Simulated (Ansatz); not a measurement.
ZnCu (Pm-3m), a sublattice moved along a line

Method: Ansatz, DFT PBE, scalar-relativistic, plane waves, PAW. Cutoff 420 eV, Γ-centred 16×16×16 k-points, Gaussian smearing of 0.15 eV. No spin polarisation. Energies are free energies at this smearing, counted from the undisturbed cell; pressure is positive in compression.

The undisturbed cell (as given, not relaxed at this level; it stands at 2.3 GPa, and it needn't be the usual structure):

```
CELL_PARAMETERS angstrom
2.94500 0.00000 0.00000
0.00000 2.94500 0.00000
0.00000 0.00000 2.94500
ATOMIC_POSITIONS crystal
Zn 0.50000 0.50000 0.50000
Cu 0.00000 0.00000 0.00000
```

Every Cu atom is moved by x along the Cartesian unit vector (-0.577, -0.577, -0.577); the cell and all other atoms stay fixed. The cell is metallic on the mesh throughout.

| x (Å) | ΔE (meV/cell) | force along x on the moved atoms (eV/Å) | pressure (GPa) |
| --- | --- | --- | --- |
| -0.1000 | 24.4 | 0.49 | 2.9 |
| -0.0500 | 6.0 | 0.24 | 2.4 |
| 0.0000 | 0.0 | 0.00 | 2.3 |
| 0.0125 | 0.4 | -0.06 | 2.3 |
| 0.0250 | 1.5 | -0.12 | 2.3 |
| 0.0375 | 3.4 | -0.18 | 2.4 |
| 0.0625 | 9.4 | -0.30 | 2.5 |
| 0.0750 | 13.6 | -0.37 | 2.6 |
| 0.0875 | 18.6 | -0.43 | 2.7 |

By symmetry 0.1000 repeats -0.1000, -0.0750 repeats 0.0750, 0.0500 repeats -0.0500, -0.0250 repeats 0.0250 in energy, with the opposite slope along the path.